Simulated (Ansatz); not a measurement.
Crystal: SiO2.

```
CELL_PARAMETERS angstrom
-4.47204 4.47204 2.61177
4.47204 -4.47204 2.61177
4.47204 4.47204 -2.61177
ATOMIC_POSITIONS crystal
Si 0.82311 0.82311 0.64622
Si 0.17689 0.82311 0.00000
Si 0.82311 0.17689 0.00000
Si 0.17689 0.17689 0.35378
O 0.00000 0.79145 0.79145
O 0.20855 0.00000 0.20855
O 0.79145 0.00000 0.79145
O 0.00000 0.20855 0.20855
O 0.00000 0.00000 0.50000
O 0.50000 0.00000 0.00000
O 0.00000 0.50000 0.00000
O 0.50000 0.50000 0.50000
```

The cell comes from a database or a generator and needn't be the stable form of this composition.

Base run:

| Item | Value |
| --- | --- |
| Program | Ansatz 0.2.0 |
| Functional | PBEsol |
| Potentials or basis | Ansatz PAW |
| Cutoff | 420 eV (not typed: the program's choice for these potentials) |
| k mesh | 6 × 6 × 6 |
| Occupations | fermi-dirac, width 0.05 eV |
| Spin | no spin polarisation |

Its results: band gap on the k mesh 5.53 eV, indirect (least direct gap 5.54 eV); pressure 1.8 GPa; largest force 0.136 eV/Å.

Q: The run is repeated on the same cell with these changes: functional from PBEsol to LDA. What comes out?

A: Band gap on the k mesh 5.33 eV, indirect (least direct gap 5.33 eV); pressure -1.3 GPa; largest force 0.049 eV/Å.

LDA binds more tightly than PBEsol, so the same cell stands under less pressure.

Caveats: the PAW data sets come from PBE, with cores solved anew for the run's functional, which leaves a small shift of forces and pressure.
